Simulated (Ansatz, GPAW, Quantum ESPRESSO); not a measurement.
Ca: 3 runs at one level of theory

```
CELL_PARAMETERS angstrom
0.00000 2.79420 2.79420
2.79420 0.00000 2.79420
2.79420 2.79420 0.00000
ATOMIC_POSITIONS crystal
Ca 0.00000 0.00000 0.00000
```

Alike in all runs: task band structure; functional PBE; k mesh 8 × 8 × 8; occupations fermi-dirac, width 0.05 eV; no spin polarisation; no spin-orbit coupling. Pressure is positive in compression and, in plane waves, holds the error of the finite cutoff.

| program and potentials | plane-wave cutoff (eV) | notes | pressure (GPa) |
| --- | --- | --- | --- |
| Ansatz, all-electron LAPW, scalar-relativistic | - | - | -0.56 |
| GPAW, GPAW PAW data sets (gpaw-data 1.2.1) | 600 | - | -0.52 |
| Quantum ESPRESSO, PseudoDojo 0.4.1 SR PBE standard | 925 | - | -0.58 |

The pressure spans -0.58 (Quantum ESPRESSO, PseudoDojo 0.4.1 SR PBE standard) to -0.52 GPa (GPAW, GPAW PAW data sets (gpaw-data 1.2.1)), with all-electron results at -0.56.

Differences between rows come from potentials, basis sets and numerical settings, since the functional is the same but for its coding. Runs on potential files found faulty are left out.
